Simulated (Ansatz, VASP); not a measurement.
## One calculation of HfC, two programs

```
CELL_PARAMETERS angstrom
3.26580 0.00000 0.00000
-1.63290 2.82827 0.00000
0.00000 0.00000 5.76709
ATOMIC_POSITIONS crystal
Hf 0.00000 0.00000 0.00000
Hf 0.00000 0.00000 0.50000
C 0.33333 0.66667 0.25000
C 0.66667 0.33333 0.75000
```

Alike in both runs: functional PBE; k mesh 10 × 10 × 6; occupations fermi-dirac, width 0.1 eV; no spin polarisation.

Ansatz relaxed the structure, and its values are those at the end. VASP's run is a single point on that final structure, the one shown.

|  | VASP | Ansatz |
| --- | --- | --- |
| version | VASP 6.6.1 | Ansatz 0.2.0 |
| potentials or method | VASP PAW PBE potentials, release 64 (Hf_pv, C) | PAW with Ansatz's default frozen-core files, scalar-relativistic |
| plane-wave cutoff (eV) | 520 | 420 |
| valence electrons in the cell | 28 | 60 |

Ansatz gave:

| Quantity | Value |
| --- | --- |
| pressure (GPa) | 0.0 |

Problem. Estimate VASP's values.

Solution. Pressure (GPa): -0.7.

The functional is the same, so the differences come from potentials, cutoffs and numerics. The two sets of potentials don't hold the same shells in valence.

The runs have no spin-orbit coupling, so splittings on Hf are missing.
